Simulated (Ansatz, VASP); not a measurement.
# Two plane-wave programs on SiO2

```
CELL_PARAMETERS angstrom
-2.46444 2.46444 3.64440
2.46444 -2.46444 3.64440
2.46444 2.46444 -3.64440
ATOMIC_POSITIONS crystal
Si 0.00000 0.00000 0.00000
Si 0.75000 0.25000 0.50000
O 0.37500 0.22355 0.34855
O 0.97355 0.62500 0.84855
O 0.77645 0.12500 0.15145
O 0.87500 0.02645 0.65145
```

Alike in both runs: functional LDA; k mesh 6 × 6 × 6; occupations gaussian, width 0.02 eV; no spin polarisation.

Ansatz relaxed the structure, and its values are those at the end. VASP's run is a single point on that final structure, the one shown.

|  | VASP | Ansatz |
| --- | --- | --- |
| version | VASP 6.6.1 | Ansatz 0.2.0 |
| potentials or method | VASP PAW LDA potentials, release 64 (Si, O) | scalar-relativistic, plane waves, PAW |
| plane-wave cutoff (eV) | 520 | 420 |
| valence electrons in the cell | 32 | 32 |

Ansatz gave:

```
gap on the k mesh at the Fermi level (eV) : 5.76
least direct gap on the mesh (eV)         : 5.76
pressure (GPa)                            : 0.0
rms of the force components (eV/Å)        : 0.001
```

What did VASP give for the same quantities?

gap on the k mesh at the Fermi level (eV): 5.76; least direct gap on the mesh (eV): 5.76; pressure (GPa): 0.6; rms of the force components (eV/Å): 0.014.

A k mesh can miss the band edges. As with any semilocal functional, this LDA gap is likely too small.
